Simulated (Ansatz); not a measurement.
Crystal: Cu.

```xyz
1
Lattice="-1.4428 1.4428 1.3761 1.4428 -1.4428 1.3761 1.4428 1.4428 -1.3761" Properties=species:S:1:pos:R:3 pbc="T T T"
Cu    0.0000    0.0000    0.0000
```

This isn't the form of Cu at room conditions, which is fcc.

```yaml
Program: Ansatz 0.2.0
Task: relaxation of cell and atoms
Functional: PBE0
Potentials_or_basis: Ansatz PAW
Cutoff: "420 eV (not typed: the program's choice for these potentials)"
k_mesh: 7 × 7 × 7
Occupations: fermi-dirac, width 0.05 eV
Spin: no spin polarisation
```

At the start: volume 11.46 Å³/atom.

How do energy, volume and symmetry change on relaxing?

It ends after 10 steps and the volume is 12.04 Å³/atom (+5.1 %); space group I4/mmm (No. 139, to 0.05 Å).

Step by step:
| step | energy change (eV) | largest force (eV/Å) | volume (Å³) |
| --- | --- | --- | --- |
| 1 | 0.0000 | 0.0000 | 11.46 |
| 2 | -0.0146 | 0.0000 | 11.71 |
| 3 | -0.0272 | 0.0000 | 12.33 |
| 4 | -0.0304 | 0.0000 | 12.14 |
| 5 | -0.0307 | 0.0000 | 12.10 |
| 6 | -0.0310 | 0.0000 | 12.05 |
| 7 | -0.0310 | 0.0000 | 12.06 |
| 8 | -0.0319 | 0.0000 | 12.06 |
| 9 | -0.0320 | 0.0000 | 12.04 |
| 10 | -0.0319 | 0.0000 | 12.04 |

Final structure:
```cif
data_structure
_symmetry_space_group_name_H-M 'P 1'
_symmetry_Int_Tables_number 1
_cell_length_a 2.5109
_cell_length_b 2.5109
_cell_length_c 2.5109
_cell_angle_alpha 106.034
_cell_angle_beta 106.034
_cell_angle_gamma 116.589
_cell_volume 12.04
loop_
_atom_site_label
_atom_site_type_symbol
_atom_site_fract_x
_atom_site_fract_y
_atom_site_fract_z
_atom_site_occupancy
Cu1 Cu 0.00000 0.00000 0.00000 1
```

Caveat: the k mesh is coarse (spacing up to 0.45 Å⁻¹), so the values aren't converged, least of all with exact exchange; the plane-wave basis is chosen anew once the cell has moved, so the energies of steps on either side of that aren't comparable; the pressure holds a Pulay correction of +0.4 GPa for the finite cutoff; the PAW data sets come from PBE, with cores solved anew for the run's functional, which leaves a small shift of forces and pressure.
